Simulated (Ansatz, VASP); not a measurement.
## Mo in VASP and in Ansatz

```
Mo
1.0
    -1.57342    1.57342    1.57342
     1.57342   -1.57342    1.57342
     1.57342    1.57342   -1.57342
Mo
1
Cartesian
  0.0000 0.0000 0.0000
```

Alike in both runs: task single point; functional PBE; k mesh 18 × 18 × 18; occupations gaussian, width 0.1 eV; no spin polarisation.

```csv
,VASP,Ansatz
version,VASP 6.6.1,Ansatz 0.2.0
potentials or method,"VASP PAW PBE potentials, release 64 (Mo_sv)","scalar-relativistic, plane waves, PAW"
plane-wave cutoff (eV),520,420
valence electrons in the cell,14,14
```

VASP gave:

```
gap on the k mesh at the Fermi level (eV) : none
pressure (GPa)                            : 4.0
```

**Question.** What did Ansatz give for the same quantities?

**Answer.** gap on the k mesh at the Fermi level (eV): none; pressure (GPa): 3.5.

A gap of «none» marks a metal or a gap that the smearing closes.
